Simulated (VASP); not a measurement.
Wanted: the native input for a VASP 6.6.1 run.

- Task: relaxation of cell and atoms
- Functional: PBE
- Dispersion: D3(BJ)
- Potentials or basis: VASP PAW PBE potentials, release 64 (Cu, O)
- Cutoff: 600 eV
- k mesh: 6 × 6 × 6
- Occupations: gaussian, width 0.03 eV
- Spin: no spin polarisation
- Further INCAR settings: ALGO = Normal; EDIFF = 1e-06; IBRION = 2; EDIFFG = -0.01; NSW = 90; ISIF = 3

The structure of Cu2O (Cuprite) lies in POSCAR:

```
Cu2O
1.0
    4.2600000000      0.0000000000      0.0000000000
    0.0000000000      4.2600000000      0.0000000000
    0.0000000000      0.0000000000      4.2600000000
Cu O
4 2
Direct
    0.2500000000      0.2500000000      0.2500000000
    0.2500000000      0.7500000000      0.7500000000
    0.7500000000      0.7500000000      0.2500000000
    0.7500000000      0.2500000000      0.7500000000
    0.0000000000      0.0000000000      0.0000000000
    0.5000000000      0.5000000000      0.5000000000
```

These files were run (other wordings do the same):

INCAR

```
SYSTEM = Cu2O
PREC = Accurate
ENCUT = 600
EDIFF = 1E-6
ISMEAR = 0
SIGMA = 0.03
LREAL = .FALSE.
LASPH = .TRUE.
NELM = 80
ALGO = Normal
ISIF = 3
LWAVE = .FALSE.
LCHARG = .FALSE.
GGA = PE
IVDW = 12
IBRION = 2
NSW = 90
EDIFFG = -0.01
KPAR = 2
```

KPOINTS

```
regular mesh
0
G
  6 6 6
  0 0 0
```

Potentials or basis: VASP PAW PBE potentials, release 64 (Cu, O).

Launch:

```console
$ cat potpaw_PBE.64/Cu/POTCAR potpaw_PBE.64/O/POTCAR > POTCAR
$ mpirun -np 2 vasp_std > vasp.out
```

It gave:

- Relaxed volume: 12.89 Å³/atom
- Relaxed cell: a = 4.261 Å, b = 4.261 Å, c = 4.261 Å, α = 90.00°, β = 90.00°, γ = 90.00°
- Space group after relaxing (to 0.05 Å): Pn-3m (No. 224)
- Energy gained by relaxing: 0.0 meV/atom
- Ionic steps: 3
- Pressure after relaxing: 0.0 GPa
- Band gap on the k mesh: 0.54 eV, direct
- Dispersion energy per atom: -0.308 eV

Run time: 43 s on 2 MPI ranks on Intel(R) Xeon(R) Platinum 8488C (Sapphire Rapids) (shared host), peak memory 0.23 GiB a rank.
